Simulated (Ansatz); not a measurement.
The system is HgTe (Coloradoite).

```
Hg Te
1.0
     0.00000    3.21450    3.21450
     3.21450    0.00000    3.21450
     3.21450    3.21450    0.00000
Hg Te
1 1
Cartesian
  0.0000 0.0000 0.0000
  4.8217 4.8217 4.8217
```

Base run:

| Quantity | Value |
| --- | --- |
| Program | Ansatz 0.2.0 |
| Functional | PBE |
| Potentials or basis | Ansatz PAW |
| Cutoff | 420 eV (not typed: the program's choice for these potentials) |
| k mesh | 7 × 7 × 7 |
| Occupations | fermi-dirac, width 0.05 eV |
| Spin | spin-orbit coupling, no magnetisation |

Its results: band gap on the k mesh none (metal or under the smearing width); pressure 4.1 GPa.

Problem. The run is repeated on the same cell with these changes: spin from spin-orbit coupling, no magnetisation to no spin polarisation; potential files from those of the base run to others of the same set. What comes out?

Solution. Band gap on the k mesh none (metal or under the smearing width); pressure 4.6 GPa.

Caveats: spin-orbit coupling is left out, which moves the levels of the heavy elements (some runs).
